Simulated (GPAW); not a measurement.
# SrO in GPAW: convergence with plane-wave cutoff (eV)

Input of the first run (plane-wave cutoff (eV) 320); the others differ in this setting and in those tied to it:

The input run.py:

```python
import json
import numpy as np
from ase import Atoms
from ase.constraints import FixSymmetry
from ase.io import write
from ase.optimize import BFGS
from ase.spacegroup import crystal
from contextlib import redirect_stdout
from io import StringIO
from phonopy import Phonopy
from phonopy.structure.atoms import PhonopyAtoms
from gpaw import GPAW, PW, setup_paths
from gpaw.berryphase import polarization_phase

setup_paths.insert(0, '.')

# Sr 4b
# O 4a
atoms = crystal(['Sr', 'O'],
                basis=[[0.5, 0.0, 0.0],
                       [0.0, 0.0, 0.0]],
                spacegroup=225, setting=1,  # Fm-3m
                cellpar=[5.1326, 5.1326, 5.1326, 90.0, 90.0, 90.0],
                primitive_cell=True)

calc = GPAW(mode=PW(320),
            xc='WC',
            kpts={'size': (5, 5, 5), 'gamma': True},
            occupations={'name': 'fermi-dirac', 'width': 0.01},
            nbands=16,
            convergence={'density': 1e-06, 'eigenstates': 1e-09},
            maxiter=150,
            txt='gpaw.txt')
atoms.calc = calc
atoms.set_constraint(FixSymmetry(atoms))
BFGS(atoms, trajectory='relax.traj', logfile='-').run(fmax=0.005, steps=40)
atoms.set_constraint()
energy = atoms.get_potential_energy()
forces = atoms.get_forces()
stress = atoms.get_stress()
calc.write('gs.gpw')
write('result.traj', atoms)
print('Cell:', atoms.cell.cellpar().round(4))
print(atoms.get_scaled_positions().round(5))

n = len(atoms)
unit = PhonopyAtoms(symbols=atoms.get_chemical_symbols(), cell=atoms.cell[:], scaled_positions=atoms.get_scaled_positions())
ph = Phonopy(unit, supercell_matrix=np.eye(3, dtype=int), primitive_matrix=np.eye(3), symprec=1e-4)
ph.generate_displacements(distance=0.02, is_plusminus=True)
forces, phases = [], []
for i, move in enumerate(ph.dataset['first_atoms']):
    b = atoms.copy()
    b.positions[move['number']] += move['displacement']
    c = GPAW(mode=PW(320),
             xc='WC',
             kpts={'size': (5, 5, 5), 'gamma': True},
             occupations={'name': 'fermi-dirac', 'width': 0.01},
             nbands=16,
             convergence={'density': 1e-06, 'eigenstates': 1e-09},
             maxiter=150,
             symmetry='off',
             txt=f'disp-{i:02d}.txt')
    b.calc = c
    f = b.get_forces()
    forces.append(f - f.mean(axis=0))
    with redirect_stdout(StringIO()):
        phases.append(polarization_phase(calc=c)['phase_c'])
    print(move['number'], np.round(move['displacement'], 4), 'phases', phases[-1].round(5), flush=True)

# each pair of opposite moves, with its images under the space group
ops, cell, spos = ph.symmetry.symmetry_operations, atoms.cell[:].T, atoms.get_scaled_positions()
moves, dipoles = [[] for a in atoms], [[] for a in atoms]
for move, up, down in zip(ph.dataset['first_atoms'][::2], phases[::2], phases[1::2]):
    dphi = (up - down + np.pi) % (2 * np.pi) - np.pi
    dp = dphi @ atoms.cell[:] / (2 * np.pi)  # e A
    for w, t in zip(ops['rotations'], ops['translations']):
        x = w @ spos[move['number']] + t - spos
        b = np.linalg.norm(x - x.round(), axis=1).argmin()
        R = cell @ w @ np.linalg.inv(cell)
        moves[b].append(R @ move['displacement'] * 2)
        dipoles[b].append(R @ dp)
Z = np.array([np.linalg.lstsq(np.array(u), np.array(p), rcond=None)[0].T for u, p in zip(moves, dipoles)])  # Z[a, i, j] = dp_i / du_j
ph.forces = forces
ph.produce_force_constants()
ph.symmetrize_force_constants()
H = ph.force_constants.transpose(0, 2, 1, 3).reshape((3 * n, 3 * n))
rule = Z.sum(axis=0)
print('Sum of the charges:')
print(rule.round(4))
Z -= rule / n
for a in atoms:
    print(a.symbol)
    print(Z[a.index].round(3))
w = np.repeat(atoms.get_masses()**-0.5, 3)
omega2, modes = np.linalg.eigh(H * w * w[:, None])
nu = np.sign(omega2) * abs(omega2)**0.5 * 521.4709  # cm^-1
dipoles = np.einsum('aij,ajm->mi', Z, (modes * w[:, None]).reshape((n, 3, -1)))  # e / amu^0.5
optical = np.argsort(abs(omega2))[3:]
eps_ion = sum(np.outer(dipoles[m], dipoles[m]) / omega2[m] for m in optical) * 4 * np.pi * 14.399645 / atoms.get_volume()
for m in range(3 * n):
    print(f'{nu[m]:9.2f} cm^-1  IR {(dipoles[m]**2).sum():8.4f} e^2/amu')
print('Lattice part of the dielectric tensor:')
print(eps_ion.round(3))
json.dump({'Z': Z.tolist(), 'rule': rule.tolist(), 'nu': nu.tolist(), 'ir': (dipoles**2).sum(1).tolist(), 'eps_ion': eps_ion.tolist()},
          open('born.json', 'w'))
```

Potentials or basis: PAW data sets generated in the run's folder for this functional, pw.

The run is started by

```sh
$ gpaw-setup -f WC O Sr
$ OMP_NUM_THREADS=1 python run.py
```

Hardware: 1 thread of Arm Neoverse V1, on a shared host.

**Question.** The values tried are 320, 400, 500, 600, 700, 800, 960, loosest first. From which on does the gap on the mesh stay within 0.01 eV of the tightest run that finished?

**Answer.** From 500 on.

| plane-wave cutoff (eV) | energy less the tightest run, at zero smearing (meV/atom) | pressure (GPa) | gap on the mesh (eV) | highest phonon frequency (cm⁻¹) | SCF cycles | CPU time (s) | peak memory (GiB) |
| --- | --- | --- | --- | --- | --- | --- | --- |
| 320 | 2731.53 | -70.50 | 3.491 | 220 | 11 | 79 | 0.26 |
| 400 | 936.53 | -32.66 | 3.414 | 216 | 11 | 140 | 0.33 |
| 500 | 217.39 | -10.40 | 3.445 | 210 | 11 | 130 | 0.4 |
| 600 | 43.19 | -2.78 | 3.442 | 210 | 11 | 230 | 0.46 |
| 700 | 6.38 | -0.55 | 3.442 | 211 | 11 | 280 | 0.58 |
| 800 | 0.60 | -0.04 | 3.442 | 210 | 11 | 290 | 0.61 |
| 960 | 0.00 | 0.04 | 3.442 | 210 | 11 | 420 | 0.8 |

Against the tightest run, the energy stays within 1 meV/atom from 800 on; the pressure stays within 0.1 GPa from 800 on; the highest phonon frequency stays within 2 cm⁻¹ from 500 on. The tightest run that finished is the yardstick and may itself not be fully converged.

Caveat, for the tightest run too: the k mesh is coarse (spacing up to 0.42 Å⁻¹), so the values aren't converged; the LO-TO splitting is left out; an odd mesh through Γ misses points on the zone boundary, where band edges often lie.
